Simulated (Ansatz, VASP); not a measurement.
**Al2Cu in VASP and in Ansatz**

```
CELL_PARAMETERS angstrom
-2.99935 2.99935 2.41012
2.99935 -2.99935 2.41012
2.99935 2.99935 -2.41012
ATOMIC_POSITIONS crystal
Al 0.65912 0.15912 0.81823
Al 0.15912 0.34088 0.50000
Al 0.34088 0.84088 0.18177
Al 0.84088 0.65912 0.50000
Cu 0.25000 0.25000 0.00000
Cu 0.75000 0.75000 0.00000
```

Alike in both runs: functional PBEsol; k mesh 14 × 14 × 14; occupations gaussian, width 0.1 eV; no spin polarisation.

Ansatz relaxed the structure, and its values are those at the end. VASP's run is a single point on that final structure, the one shown.

|  | VASP | Ansatz |
| --- | --- | --- |
| version | VASP 6.6.1 | Ansatz 0.2.0 |
| potentials or method | VASP PAW PBE potentials, release 64 (Al, Cu) | scalar-relativistic, plane waves, PAW |
| plane-wave cutoff (eV) | 520 | 420 |
| valence electrons in the cell | 34 | 50 |

Ansatz gave:

```
gap on the k mesh at the Fermi level (eV) : none
pressure (GPa)                            : 0.0
```

Problem. Estimate VASP's values.

Solution. gap on the k mesh at the Fermi level (eV): none; pressure (GPa): 0.2.

A gap of «none» marks a metal or a gap that the smearing closes. The two sets of potentials don't hold the same shells in valence.

Caveats: the PAW data sets were made with another functional, which shifts forces and pressure a little (VASP).
